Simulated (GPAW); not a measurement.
The system is W.

```
W
1.0
    -1.58234    1.58234    1.58234
     1.58234   -1.58234    1.58234
     1.58234    1.58234   -1.58234
W
1
Direct
  0.00000 0.00000 0.00000
```

Base run:

* Program: GPAW 26.7.0
* Functional: LDA
* Potentials or basis: the program's PAW data sets (release 1.2.1) made for this functional
* Cutoff: 600 eV
* Basis: pw
* k mesh: 12 × 12 × 12
* Occupations: fermi-dirac, width 0.05 eV
* Spin: no spin polarisation
* Hubbard terms: W d U = 2 eV

Its results: band gap on the k mesh none (metal or under the smearing width); pressure -7.0 GPa.

Task: The run is repeated on the same cell with these changes: hubbard terms from W d U = 2 eV to none. What comes out?

Result: Band gap on the k mesh none (metal or under the smearing width); pressure -9.9 GPa.

Caveats: U without spin polarisation on a metal has little footing (some runs); the U is typed as a test and isn't derived for this compound (some runs).
